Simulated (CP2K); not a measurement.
Here is a CP2K 2026.2 calculation.

File os_scf.inp:

```
&GLOBAL
  PROJECT os_scf
  RUN_TYPE ENERGY_FORCE
  PRINT_LEVEL LOW
&END GLOBAL
&FORCE_EVAL
  METHOD QS
  STRESS_TENSOR ANALYTICAL
  &DFT
    BASIS_SET_FILE_NAME BASIS_MOLOPT_UZH
    POTENTIAL_FILE_NAME POTENTIAL_UZH
    &MGRID
      CUTOFF 450
      REL_CUTOFF 60
      NGRIDS 5
    &END MGRID
    &QS
      METHOD GPW
      EPS_DEFAULT 1.0E-10
    &END QS
    &KPOINTS
      SCHEME MONKHORST-PACK 11 11 6
      GAMMA_CENTERED T
      SYMMETRY T
      SYMMETRY_BACKEND SPGLIB
    &END KPOINTS
    &SCF
      SCF_GUESS ATOMIC
      EPS_SCF 1.0E-6
      MAX_SCF 100
      ADDED_MOS 16
      CHOLESKY OFF
      EPS_EIGVAL 1.0E-7
      &DIAGONALIZATION ON
        ALGORITHM STANDARD
      &END DIAGONALIZATION
      &MIXING ON
        METHOD BROYDEN_MIXING
        ALPHA 0.4
        BETA 1.5
        NBUFFER 8
      &END MIXING
      &SMEAR ON
        METHOD GAUSSIAN
        SIGMA [eV] 0.025
      &END SMEAR
    &END SCF
    &XC
      &XC_FUNCTIONAL
        &GGA_X_PBE
        &END GGA_X_PBE
        &GGA_C_PBE
        &END GGA_C_PBE
      &END XC_FUNCTIONAL
    &END XC
    &PRINT
      &KPOINTS ON
      &END KPOINTS
      &MULLIKEN ON
      &END MULLIKEN
      &MO ON
        ENERGIES T
        OCCUPATION_NUMBERS T
        &EACH
          QS_SCF 0
        &END EACH
        ADD_LAST NUMERIC
      &END MO
      &LOWDIN ON
      &END LOWDIN
      &HIRSHFELD ON
        SHAPE_FUNCTION DENSITY
      &END HIRSHFELD
      &E_DENSITY_CUBE ON
        STRIDE 1
      &END E_DENSITY_CUBE
      &V_HARTREE_CUBE ON
        STRIDE 1
      &END V_HARTREE_CUBE
      &ELF_CUBE ON
        STRIDE 1
      &END ELF_CUBE
    &END PRINT
  &END DFT
  &SUBSYS
    &CELL
      A 2.7341000000 0.0000000000 0.0000000000
      B -1.3670500000 2.3678000565 0.0000000000
      C 0.0000000000 0.0000000000 4.3197000000
      PERIODIC XYZ
    &END CELL
    &COORD
      SCALED
      Os  0.6666666667 0.3333333333 0.7500000000
      Os  0.3333333333 0.6666666667 0.2500000000
    &END COORD
    &KIND Os
      BASIS_SET TZVP-MOLOPT-PBE-GTH-q16
      POTENTIAL GTH-PBE-q16
    &END KIND
    &PRINT
      &ATOMIC_COORDINATES ON
      &END ATOMIC_COORDINATES
      &CELL ON
      &END CELL
    &END PRINT
  &END SUBSYS
  &PRINT
    &FORCES ON
    &END FORCES
    &STRESS_TENSOR ON
    &END STRESS_TENSOR
  &END PRINT
&END FORCE_EVAL
```

Potentials or basis: POTENTIAL_UZH Os GTH-PBE-q16; TZVP-MOLOPT-PBE-GTH basis.

Launch:

```bash
$ OMP_NUM_THREADS=1 cp2k.psmp -i os_scf.inp -o os_scf.out
```

(1) Estimate the pressure.

(2) Predict the band gap on the k mesh.

## Answers

(1) 6.8 GPa.

(2) none (metal or under the smearing width).

Caveat: the basis of atomic orbitals isn't converged, which shifts pressures, moduli and gaps.
